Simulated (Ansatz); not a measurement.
Start of a relaxation, Co put at a top Si site (Si, Fd-3m (No. 227), (1 1 1) face):

```yaml
crystal:
  lattice:
    - [3.84172, 0.00000, 0.00000]
    - [-1.92086, 3.32702, 0.00000]
    - [0.00000, 0.00000, 26.05768]
  atoms:
    - { symbol: Si, position: [0.33333, 0.66667, 0.32620] }
    - { symbol: Si, position: [0.00000, 0.00000, 0.35629] }
    - { symbol: Si, position: [0.00000, 0.00000, 0.44658] }
    - { symbol: Si, position: [0.66667, 0.33333, 0.47592] }
    - { symbol: Si, position: [0.66667, 0.33333, 0.56848] }
    - { symbol: Si, position: [0.33333, 0.66667, 0.59435] }
    - { symbol: Co, position: [0.33333, 0.66667, 0.68569] }
```

Level of theory: DFT PBEsol, scalar-relativistic, plane waves, PAW (Ansatz). Cutoff 420 eV; k points 9×9×1 on the computed 7-atom cell (Γ-centred); Gaussian smearing, width 0.05 eV; collinear spin from starting moments 0 0 0 0 0 0 3 μB. The cell repeats along c with a dipole correction in the vacuum.

Atoms 1, 2, 3 (counted from 1) are held. The cell is fixed. Force threshold 0.03 eV/Å.

```json
{"step": "1", "E − E_final (eV)": "0.115", "largest force (eV/Å)": "1.302"}
{"step": "2", "E − E_final (eV)": "0.024", "largest force (eV/Å)": "0.640"}
{"step": "3", "E − E_final (eV)": "0.001", "largest force (eV/Å)": "0.140"}
{"step": "4", "E − E_final (eV)": "0.000", "largest force (eV/Å)": "0.006"}
{"step": "5", "E − E_final (eV)": "0.000", "largest force (eV/Å)": "0.005"}
```

(1) What is the final structure?

The end is the local minimum or symmetric point that this start leads to. The slab is only 7.1 Å thick, so the energy isn't converged with thickness.

Results:

(1)
```
Si Co
1.0
     3.84172    0.00000    0.00000
    -1.92086    3.32702    0.00000
     0.00000    0.00000   26.05768
Si Co
6 1
Direct
  0.33333 0.66667 0.32620
  0.00000 0.00000 0.35629
  0.00000 0.00000 0.44658
  0.66667 0.33333 0.47623
  0.66667 0.33333 0.56715
  0.33333 0.66667 0.59633
  0.33333 0.66667 0.68092
```

Cost: 1 run of about 2.3 core-minutes, on Intel Xeon Platinum 8375C (Ice Lake) (shared hosts).